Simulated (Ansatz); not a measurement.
ZnCu2SnS4 in Ansatz: the effect of strain

Crystal: ZnCu2SnS4.

```
Sn Zn Cu S
1.0
    -2.59055    2.59055    5.39559
     2.59055   -2.59055    5.39559
     2.59055    2.59055   -5.39559
Sn Zn Cu S
1 1 2 4
Direct
  0.50000 0.50000 0.00000
  0.00000 0.00000 0.00000
  0.75000 0.25000 0.50000
  0.25000 0.75000 0.50000
  0.10878 0.10878 0.48407
  0.62470 0.62470 0.51593
  0.37530 0.89122 0.00000
  0.89122 0.37530 0.00000
```

The cell is a database's computed one.

Alike in all runs:

```yaml
Program: Ansatz 0.2.0
Task: single point
Functional: PBEsol
Potentials_or_basis: Ansatz PAW
Cutoff: "420 eV (not typed: the program's choice for these potentials)"
k_mesh: 6 × 6 × 6
Occupations: fermi-dirac, width 0.05 eV
Spin: no spin polarisation
Kind_of_strain: biaxial
```

| strain | pressure (GPa) | largest force (eV/Å) |
| --- | --- | --- |
| -0.04 | 6.8 | 0.39 |
| -0.02 | 2.6 | 0.28 |
| -0.01 | 0.8 | 0.24 |
| 0 | -0.8 | 0.20 |
| 0.01 | ? | ? |
| 0.02 | -3.6 | 0.16 |
| 0.04 | -5.8 | 0.15 |

What does the run with strain 0.01 give?

Pressure -2.3 GPa; largest force 0.18 eV/Å.

Worked out: A parabola through the other rows of the pressure, of slope -140 GPa per unit of strain there, gives -2.3 GPa, against the run's -2.3. A parabola through the other rows of the largest force, of slope -2.17 eV/Å per unit of strain there, gives 0.18 eV/Å, against the run's 0.18.

Caveats: the PAW data sets come from PBE, with cores solved anew for the run's functional, which leaves a small shift of forces and pressure; the run has no spin polarisation, though such a crystal can be magnetic (some runs).
